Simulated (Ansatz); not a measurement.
Start of a relaxation, B put at a bridge Ti-Ti site (Ti, P6_3/mmc (No. 194), (0 0 1) face):

```xyz
4
Lattice="2.9358 0.0000 0.0000 -1.4679 2.5425 0.0000 0.0000 0.0000 23.6362" Properties=species:S:1:pos:R:3 pbc="T T T"
Ti    0.0000    1.6950    8.5000
Ti    1.4679    0.8475   10.7118
Ti    0.0000    1.6950   12.9229
B     0.0000   -0.8475   14.8829
```

These are results of Ansatz 0.2.0, DFT r2SCAN, scalar-relativistic, plane waves, PAW, not measurements. Cutoff 500 eV; k points 12×12×1 on the computed 4-atom cell (Γ-centred); Gaussian smearing, width 0.10 eV; no spin polarisation. A dipole correction removes the field between periodic images along c.

Atoms 1 (counted from 1) are held. The cell is fixed. Force threshold 0.03 eV/Å.

Question: Where does it end?

Answer: The energy falls by 0.666 eV in 11 steps, to:

```yaml
crystal:
  lattice:
    - [2.93580, 0.00000, 0.00000]
    - [-1.46790, 2.54247, 0.00000]
    - [0.00000, 0.00000, 23.63619]
  atoms:
    - { symbol: Ti, position: [0.33333, 0.66667, 0.35962] }
    - { symbol: Ti, position: [0.66858, 0.33717, 0.45082] }
    - { symbol: Ti, position: [0.32774, 0.65547, 0.55526] }
    - { symbol: B, position: [0.99188, 0.98375, 0.61847] }
```

The end is the local minimum or symmetric point that this start leads to. The slab is only 4.6 Å thick, so the energy isn't converged with thickness.

Cost: 1 run of about 7.1 core-minutes, on Intel Xeon Platinum 8259CL (Skylake/Cascade Lake) (shared hosts).